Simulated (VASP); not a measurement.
# AlN (P6_3mc) in VASP: further runs

The runs below take AlN through relaxation of cell and atoms, with PBE+D3(BJ).

All numbers are computed with VASP 6.6.1; they aren't measurements. Logs are shortened: lines on timing, memory, paths and dates and some standing lists are left out, and cuts for length are marked.

### Step 1. The structure

Symmetry: P6_3mc, No. 186, hexagonal system. The conventional cell has a = 3.113 Å, b = 3.113 Å, c = 4.981 Å, α = 90.00°, β = 90.00°, γ = 120.00°. Around Al (site symmetry 3m) lie 4 N at 1.89 Å. N (site symmetry 3m) is surrounded by 4 Al at 1.89 Å.

### Step 2. Relaxation of cell and atoms, PBE+D3(BJ)

The input, INCAR:

```
PREC = Accurate
ENCUT = 520
EDIFF = 1E-7
ISMEAR = 0
SIGMA = 0.02
LREAL = F
LASPH = T
NELM = 60
ALGO = Normal
ISIF = 3
LWAVE = F
LCHARG = F
GGA = PE
IVDW = 12
IBRION = 2
NSW = 80
EDIFFG = -0.002
```

The input, KPOINTS:

```
Automatic mesh
0
Gamma
  12 12 6
```

The input, POSCAR:

```
AlN
1.0
    3.1130000000      0.0000000000      0.0000000000
   -1.5565000000      2.6959370800      0.0000000000
    0.0000000000      0.0000000000      4.9810000000
Al N
2 2
Direct
    0.3333333300      0.6666666700      0.0000000000
    0.6666666700      0.3333333300      0.5000000000
    0.3333333300      0.6666666700      0.3800000000
    0.6666666700      0.3333333300      0.8800000000
```

Potentials or basis: VASP PAW PBE potentials, release 64 (Al, N).

The run is started by

```console
cat potpaw_PBE.64/Al/POTCAR potpaw_PBE.64/N/POTCAR > POTCAR
mpirun -np 1 vasp_std > vasp.out
```

OUTCAR:

```text
PREC = Accurate
   ENCUT = 520
   EDIFF = 1E-7
   ISMEAR = 0
   LREAL = F
   LASPH = T
   NELM = 60
   ISIF = 3
   GGA = PE
   IVDW = 12
   IBRION = 2
   NSW = 80
   EDIFFG = -0.002
 IVDW          = 12

 ion  position               nearest neighbor table
   1  0.333  0.667  0.000-   3 1.89   4 1.89   4 1.89   4 1.89   2 3.07   2 3.07   2 3.07   2 3.07
                             2 3.07   2 3.07
   2  0.667  0.333  0.500-   4 1.89   3 1.89   3 1.89   3 1.89   1 3.07   1 3.07   1 3.07   1 3.07
                             1 3.07   1 3.07
   3  0.333  0.667  0.380-   1 1.89   2 1.89   2 1.89   2 1.89
   4  0.667  0.333  0.880-   2 1.89   1 1.89   1 1.89   1 1.89

  LATTYP: Found a hexagonal cell.
 ALAT       =     3.1130000000
 C/A-ratio  =     1.6000642467

  Lattice vectors:

 A1 = (   3.1130000000,   0.0000000000,   0.0000000000)
 A2 = (  -1.5565000000,   2.6959370800,   0.0000000000)
 A3 = (   0.0000000000,   0.0000000000,   4.9810000000)

Analysis of symmetry for initial positions (statically):
=====================================================================
 Subroutine PRICEL returns:
 Original cell was already a primitive cell.

 Routine SETGRP: Setting up the symmetry group for a
 hexagonal supercell.

 Subroutine GETGRP returns: Found 12 space group operations
 (whereof  6 operations were pure point group operations)
 out of a pool of 24 trial point group operations.

The static configuration has the point symmetry C_3v.
 The point group associated with its full space group is C_6v.

Analysis of symmetry for dynamics (positions and initial velocities):
=====================================================================
 Subroutine PRICEL returns:
 Original cell was already a primitive cell.

 Routine SETGRP: Setting up the symmetry group for a
 hexagonal supercell.

 Subroutine GETGRP returns: Found 12 space group operations
 (whereof  6 operations were pure point group operations)
 out of a pool of 24 trial point group operations.

The dynamic configuration has the point symmetry C_3v.
 The point group associated with its full space group is C_6v.

 Subroutine INISYM returns: Found 12 space group operations
 (whereof  6 operations are pure point group operations),
 and found     1 'primitive' translations

----------------------------------------------------------------------------------------

                                     Primitive cell

  volume of cell :      41.8028

  direct lattice vectors                    reciprocal lattice vectors
     3.113000000  0.000000000  0.000000000     0.321233537  0.185464269  0.000000000
    -1.556500000  2.695937080  0.000000000     0.000000000  0.370928538  0.000000000
     0.000000000  0.000000000  4.981000000     0.000000000  0.000000000  0.200762899

  length of vectors
     3.113000000  3.112999998  4.981000000     0.370928538  0.370928538  0.200762899

  position of ions in fractional coordinates (direct lattice)
     0.333333330  0.666666670  0.000000000
     0.666666670  0.333333330  0.500000000
     0.333333330  0.666666670  0.380000000
     0.666666670  0.333333330  0.880000000

  ion indices of the primitive-cell ions
   primitive index   ion index
                 1           1
                 2           2
                 3           3
                 4           4

----------------------------------------------------------------------------------------

 KPOINTS: Automatic mesh

Automatic generation of k-mesh.
 Grid dimensions read from file:
 generate k-points for:   12   12    6

 Generating k-lattice:

  Cartesian coordinates                     Fractional coordinates (reciprocal lattice)
     0.026769461  0.015455356  0.000000000     0.083333333 -0.000000000  0.000000000
     0.000000000  0.030910712  0.000000000     0.000000000  0.083333333  0.000000000
     0.000000000  0.000000000  0.033460483     0.000000000  0.000000000  0.166666667

  Length of vectors
     0.030910711  0.030910712  0.033460483

  Shift w.r.t. Gamma in fractional coordinates (k-lattice)
     0.000000000  0.000000000  0.000000000

 Subroutine IBZKPT returns following result:
 ===========================================

 Found     76 irreducible k-points:

 Following reciprocal coordinates:
            Coordinates               Weight
  0.000000  0.000000  0.000000      1.000000
  0.083333  0.000000  0.000000      6.000000
  0.166667  0.000000  0.000000      6.000000
  0.250000  0.000000  0.000000      6.000000
  0.333333  0.000000  0.000000      6.000000
  0.416667  0.000000  0.000000      6.000000
[... 16 lines left out ...]
  0.250000  0.000000  0.166667     12.000000
  0.333333  0.000000  0.166667     12.000000
 [... further k-points ...]
   k-points           NKPTS =     76   k-points in BZ     NKDIM =     76   number of bands    NBANDS=     12
   number of dos      NEDOS =    301   number of ions     NIONS =      4
   total plane-waves  NPLWV =  23040
   dimension x,y,z NGX =    24 NGY =   24 NGZ =   40
   dimension x,y,z NGXF=    48 NGYF=   48 NGZF=   80
   ions per type =               2   2
   NGX,Y,Z   is equivalent  to a cutoff of  12.82, 12.82, 13.35 a.u.
   NGXF,Y,Z  is equivalent  to a cutoff of  25.63, 25.63, 26.70 a.u.
 SYSTEM =  unknown system
   PREC   = accura    normal or accurate (medium, high low for compatibility)
   ISTART =      0    job   : 0-new  1-cont  2-samecut
   ICHARG =      2    charge: 1-file 2-atom 10-const
   ISPIN  =      1    spin polarized calculation?
   LNONCOLLINEAR =      F non collinear calculations
   LSORBIT =      F    spin-orbit coupling
   LASPH  =      T    aspherical Exc in radial PAW
   ENCUT  =  520.0 eV  38.22 Ry    6.18 a.u.   5.79  5.79  9.26*2*pi/ulx,y,z
   NELM   =     60;   NELMIN=  2; NELMDL= -5     # of ELM steps
   EDIFF  = 0.1E-06   stopping-criterion for ELM
   LREAL  =      F    real-space projection
   EDIFFG = -.2E-02   stopping-criterion for IOM
   NSW    =     80    number of steps for IOM
   IBRION =      2    ionic relax: 0-MD 1-quasi-New 2-CG
   NFREE  =      1    steps in history (QN), initial steepest desc. (CG)
   ISIF   =      3    stress and relaxation
   ISYM   =      2    0-nonsym 1-usesym 2-fastsym
   POTIM  = 0.5000    time-step for ionic-motion
   TEBEG  =    0.0;   TEEND  =   0.0 temperature during run
   PSTRESS=    0.0 pullay stress
   NELECT =      16.0000    total number of electrons
   NUPDOWN=      -1.0000    fix difference up-down
   EMIN   =  10.00;   EMAX   =-10.00  energy-range for DOS
   EFERMI =   0.00;   METHOD = LEGACY
   ISMEAR =     0;   SIGMA  =   0.02  broadening in eV -4-tet -1-fermi 0-gaus
   EFERMI_NEDOS =   21; number of points for ismear=-14 and -15
   IALGO  =     38    algorithm
   IMIX   =      4    mixing-type and parameters
     AMIX     =   0.40;   BMIX     =  1.00
     AMIX_MAG =   1.60;   BMIX_MAG =  1.00
  volume/ion in A,a.u.               =      10.45        70.52
  Fermi-wavevector in a.u.,A,eV,Ry     =   1.188629  2.246183 19.222843  1.412839
  Thomas-Fermi vector in A             =   2.324754
   LORBIT       =      0    0 simple, 1 ext, 2 COOP (PROOUT), +10 PAW based schemes
   GGA     = PE    functional components
   LHFCALC =     F    Hartree Fock is set to
   AEXX    =    0.0000 exact exchange contribution
   IVDW    =    12    specifies the selected vdW correction
   LEPSILON=     F    determine dielectric tensor
   LRPA    =     F    only Hartree local field effects (RPA)
 conjugate gradient relaxation of ions
 non-spin polarized calculation
 Gauss-broadening in eV      SIGMA  =   0.02
  energy-cutoff  :      520.00
  volume of cell :       41.80
 maximum number of plane-waves:      1152
 NGX is ok and might be reduce to    24
   NGX = 11   NGY = 11   NGZ = 19

--------------------------------------- Ionic step        1  -------------------------------------------

 number of electron      15.9999997 magnetization

 Free energy of the ion-electron system (eV)
  ---------------------------------------------------
  ext. energy  EPLUGINS =         0.00000000
  ---------------------------------------------------
  free energy    TOTEN  =       -29.77128297 eV

  energy without entropy =      -29.77128297  energy(sigma->0) =      -29.77128297

------------------------ aborting loop because EDIFF is reached ----------------------------------------

 Edisp (eV)   -1.07330

 E8    (eV) :    -0.4192

  FORCE on cell =-STRESS in cart. coord.  units (eV):
  Direction    XX          YY          ZZ          XY          YZ          ZX
  --------------------------------------------------------------------------------------
  -------------------------------------------------------------------------------------
  Total      -0.35477    -0.35477     0.08883     0.00000    -0.00000    -0.00000
  in kB     -13.59745   -13.59745     3.40453     0.00000    -0.00000    -0.00000
  external pressure =       -7.93 kB  Pullay stress =        0.00 kB
[... 233 lines left out ...]
  energy  without entropy=      -30.8463207485  energy(sigma->0) =      -30.84632075

--------------------------------------- Ionic step        7  -------------------------------------------

 number of electron      15.9999996 magnetization

 Free energy of the ion-electron system (eV)
  ---------------------------------------------------
  ext. energy  EPLUGINS =         0.00000000
  ---------------------------------------------------
  free energy    TOTEN  =       -29.76841733 eV

  energy without entropy =      -29.76841733  energy(sigma->0) =      -29.76841733

 E-fermi :   6.3099     XC(G=0): -10.9250

 val. band max:        6.1885387014   @ k =   0.0000   0.0000   0.0000
 cond. band min:      10.4229153918   @ k =   0.0000   0.0000   0.0000
 fundamental gap:      4.2343766904
 Fermi energy:         6.3099018204

 k-point     1 :       0.0000    0.0000    0.0000
  band No.  band energies     occupation
      1      -9.0223      2.00000
      2      -6.8661      2.00000
      3       0.1780      2.00000
      4       5.3187      2.00000
      5       5.3187      2.00000
      6       5.9694      2.00000
      7       5.9694      2.00000
      8       6.1885      2.00000
      9      10.4229      0.00000
     10      12.8762      0.00000
     11      16.8278      0.00000
     12      17.3614      0.00000
[... 331 lines left out ...]
 k-point    24 :       0.3333    0.0000    0.1667
  band No.  band energies     occupation
      1      -7.6930      2.00000
      2      -6.4556      2.00000
      3       1.2658      2.00000
      4       2.2372      2.00000
      5       2.8426      2.00000
      6       4.4090      2.00000
      7       5.3944      2.00000
      8       5.5257      2.00000
      9      12.0581      0.00000
     10      12.8619      0.00000
     11      14.7045      0.00000
     12      16.3906      0.00000

 [... further k-points ...]

------------------------ aborting loop because EDIFF is reached ----------------------------------------

 Edisp (eV)   -1.07791

 E8    (eV) :    -0.4210

  FORCE on cell =-STRESS in cart. coord.  units (eV):
  Direction    XX          YY          ZZ          XY          YZ          ZX
  --------------------------------------------------------------------------------------
  -------------------------------------------------------------------------------------
  Total       0.00032     0.00032     0.00136     0.00000     0.00000     0.00000
  in kB       0.01233     0.01233     0.05242     0.00000     0.00000     0.00000
  external pressure =        0.03 kB  Pullay stress =        0.00 kB
[... 19 lines left out ...]
  FREE ENERGIE OF THE ION-ELECTRON SYSTEM (eV)
  ---------------------------------------------------
  free  energy   TOTEN  =       -30.8463251135 eV

  energy  without entropy=      -30.8463251135  energy(sigma->0) =      -30.84632511

 reached required accuracy - stopping structural energy minimisation
```

It took 2.2 min on 1 thread of AMD EPYC 7R13 (Zen 3), shared host; peak memory 0.16 GiB.

Results:

```yaml
Free_energy: -30.8463 eV
Relaxed_volume: 10.41 Å³/atom
Relaxed_cell: a = 3.108 Å, b = 3.108 Å, c = 4.977 Å, α = 90.00°, β = 90.00°, γ = 120.00°
Space_group_after_relaxing_to_0.05_Å: P6_3mc (No. 186)
Energy_gained_by_relaxing: 0.4 meV/atom
Ionic_steps: 7
Pressure_after_relaxing: 0.0 GPa
Band_gap_on_the_k_mesh: 4.23 eV, direct
Dispersion_energy_per_atom: -0.269 eV
```

Step by step:
```
step  energy change (eV)  largest force (eV/Å)  pressure (GPa)  volume (Å³)
   1              0.0000                0.1281           -0.79        41.80
   2             -0.0002                0.0927            0.74        41.49
   3             -0.0016                0.0127           -0.02        41.64
   4             -0.0017                0.0084            0.03        41.63
   5             -0.0017                0.0047            0.07        41.62
   6             -0.0017                0.0040           -0.07        41.64
   7             -0.0017                0.0005            0.00        41.63
```

Final structure:
```xyz
4
Lattice="3.1078 0.0000 0.0000 -1.5539 2.6914 0.0000 0.0000 0.0000 4.9770" Properties=species:S:1:pos:R:3 pbc="T T T"
Al    0.0000    1.7943    4.9724
Al    1.5539    0.8971    2.4839
N     0.0000    1.7943    1.8958
N     1.5539    0.8971    4.3843
```

Levels at points of the mesh, in eV from the valence-band top:
```
           k point  band 5  band 6  band 7  band 8  band 9  band 10  band 11  band 12
(0.00, 0.00, 0.00)   -0.87   -0.22   -0.22    0.00    4.23     6.69    10.64    11.17
(0.50, 0.00, 0.00)   -3.35   -2.10   -1.78   -0.70    5.81     5.82     8.21    10.30
(0.00, 0.00, 0.50)   -0.55   -0.55   -0.55   -0.55    6.49     6.49    10.35    10.35
(0.50, 0.00, 0.50)   -1.47   -1.47   -1.37   -1.37    5.32     5.32     9.27     9.27
```

A k mesh can miss the band edges. A hybrid or GW would open this gap; PBE tends to underestimate it.

### Step 3. Relaxation of cell and atoms, PBE+D3(BJ)

This run uses another cell than the first one, of 10.41 Å³/atom, 0.996 times its volume.

INCAR is that of step 2.

KPOINTS is that of step 2.

The input, POSCAR:

```
AlN                                     
1.0
    3.1078099056      0.0000000000     -0.0000000000
   -1.5539049528      2.6914423264      0.0000000000
    0.0000000000     -0.0000000000      4.9769612994
  Al              N             
     2     2
Direct
     0.3333333300000021    0.6666666699999979    0.9990777407052707
     0.6666666699999979    0.3333333300000021    0.4990777407052706
     0.3333333300000021    0.6666666699999979    0.3809222592947320
     0.6666666699999979    0.3333333300000021    0.8809222592947319
```

Potentials or basis: VASP PAW PBE potentials, release 64 (Al, N).

The run is started by

```console
cat potpaw_PBE.64/Al/POTCAR potpaw_PBE.64/N/POTCAR > POTCAR
mpirun -np 1 vasp_std > vasp.out
```

It took 45 s on 1 thread of AMD EPYC 7R13 (Zen 3), shared host; peak memory 0.15 GiB.

It converged, with:

| Quantity | Value |
| --- | --- |
| Free energy | -30.8462 eV |
| Pressure after relaxing | 0.0 GPa |
| Band gap on the k mesh | 4.23 eV, direct |
| Dispersion energy per atom | -0.269 eV |

Final structure:
```yaml
crystal:
  lattice:
    - [3.10781, 0.00000, 0.00000]
    - [-1.55390, 2.69144, 0.00000]
    - [0.00000, 0.00000, 4.97696]
  atoms:
    - { symbol: Al, position: [0.33333, 0.66667, 0.99908] }
    - { symbol: Al, position: [0.66667, 0.33333, 0.49908] }
    - { symbol: N, position: [0.33333, 0.66667, 0.38092] }
    - { symbol: N, position: [0.66667, 0.33333, 0.88092] }
```

Levels at points of the mesh, in eV from the valence-band top:
| k point | band 4 | band 5 | band 6 | band 7 | band 8 | band 9 | band 10 | band 11 | band 12 |
| --- | --- | --- | --- | --- | --- | --- | --- | --- | --- |
| (0.00, 0.00, 0.00) | -0.87 | -0.87 | -0.22 | -0.22 | 0.00 | 4.23 | 6.69 | 10.64 | 11.17 |
| (0.50, 0.00, 0.00) | -4.18 | -3.35 | -2.10 | -1.78 | -0.70 | 5.81 | 5.82 | 8.21 | 10.30 |
| (0.00, 0.00, 0.50) | -3.34 | -0.55 | -0.55 | -0.55 | -0.55 | 6.49 | 6.49 | 10.35 | 10.35 |
| (0.50, 0.00, 0.50) | -5.62 | -1.47 | -1.47 | -1.37 | -1.37 | 5.32 | 5.32 | 9.27 | 9.27 |

Caveat: the relaxation stopped at its first step, so nothing moved. A k mesh can miss the band edges.
